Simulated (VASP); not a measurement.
A run of VASP 6.6.1 is set up as follows.

INCAR

```
SYSTEM = Sb
  PREC = Accurate
  ENCUT = 520
  EDIFF = 1E-6
  ISMEAR = 0
  SIGMA = 0.05
  LREAL = .False.
  LASPH = .True.
  NELM = 60
  ALGO = Fast
  ISIF = 2
  LWAVE = .False.
  LCHARG = .False.
  LDIPOL = .True.
  IDIPOL = 3
  DIPOL = 0.5 0.5 0.500
  GGA = RP
  IBRION = 2
  NSW = 60
  EDIFFG = -0.01
```

Contents of KPOINTS:

```
regular mesh
0
Gamma
  9 9 1
  0 0 0
```

POSCAR

```
Sb
1.0
    3.3690001795      0.0000000000      0.0000000000
   -1.6845000897      2.9176397408      0.0000000000
    0.0000000000      0.0000000000     30.9900000000
Sb
7
Selective dynamics
Direct
    0.6666666667      0.3333333334      0.2420135528  F F F
    0.3333333333      0.6666666666      0.3280090352  F F F
    0.6666666667      0.3333333334      0.4140045176  F F F
    0.3333333333      0.6666666666      0.5000000000  T T T
    0.6666666667      0.3333333334      0.5859954824  T T T
    0.3333333333      0.6666666666      0.6719909648  T T T
    0.6666666667      0.3333333334      0.7579864472  T T T
```

Potentials or basis: VASP PAW PBE potentials, release 64 (Sb).

Command:

```console
$ cat potpaw_PBE.64/Sb/POTCAR > POTCAR
$ mpirun -np 1 vasp_std > vasp.out
```

Question: Estimate the energy gained by relaxing.

Answer: 13.2 meV/atom.

Step by step:
```
step  energy change (eV)  largest force (eV/Å)  pressure (GPa)
   1              0.0000                0.5355            1.61
   2             -0.0168                0.5328            1.64
   3             -0.0520                0.5228            1.81
   4             -0.0205                0.7796            2.46
   5             -0.0605                0.5016            1.94
   6             -0.0622                0.4850            2.04
   7             -0.0623                0.4880            2.02
   8             -0.0644                0.4838            2.00
   9             -0.0678                0.4708            1.97
  10             -0.0647                0.4431            1.92
  11             -0.0682                0.4630            1.95
  12             -0.0700                0.4599            1.94
  13             -0.0746                0.4492            1.92
  14             -0.0812                0.4271            1.87
  15             -0.0845                0.3850            1.80
  16             -0.0864                0.3837            1.75
  17             -0.0892                0.3842            1.61
  18             -0.0891                0.3835            1.34
  19             -0.0899                0.3845            1.46
  20             -0.0899                0.3844            1.49
  21             -0.0902                0.3842            1.49
  22             -0.0909                0.3826            1.49
  23             -0.0916                0.3793            1.49
  24             -0.0920                0.3769            1.51
  25             -0.0922                0.3752            1.52
```

Caveat: the PAW data sets were made with another functional, which shifts forces and pressure a little. The run has no spin-orbit coupling, so splittings on Sb are missing.
